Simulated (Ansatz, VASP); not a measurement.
**Two plane-wave programs on Ge**

```
CELL_PARAMETERS angstrom
4.17683 0.00000 0.00000
-2.08842 3.61724 0.00000
0.00000 0.00000 6.89320
ATOMIC_POSITIONS crystal
Ge 0.66667 0.33333 0.06250
Ge 0.33333 0.66667 0.56250
Ge 0.66667 0.33333 0.43750
Ge 0.33333 0.66667 0.93750
```

Change from the starting cell: equal strain along all axes, cell held, atoms relaxed: +4.5 %.

Alike in both runs: functional PBEsol; k mesh 18 × 18 × 8; occupations gaussian, width 0.1 eV; no spin polarisation.

Ansatz relaxed the structure, and its values are those at the end. VASP's run is a single point on that final structure, the one shown.

```csv
,VASP,Ansatz
version,VASP 6.6.1,Ansatz 0.2.0
potentials or method,"VASP PAW PBE potentials, release 64 (Ge_d)","scalar-relativistic, plane waves, PAW"
plane-wave cutoff (eV),520,420
valence electrons in the cell,56,56
```

```csv
,VASP,Ansatz,Ansatz less VASP
gap on the k mesh at the Fermi level (eV),none,none,-
pressure (GPa),-6.6,-6.6,+0.05
```

A gap of «none» marks a metal or a gap that the smearing closes. The functional is the same, so the differences come from potentials, cutoffs and numerics. Ansatz warned: «stress_scf_threshold_loose».

Caveats: the PAW data sets were made with another functional, which shifts forces and pressure a little (VASP).
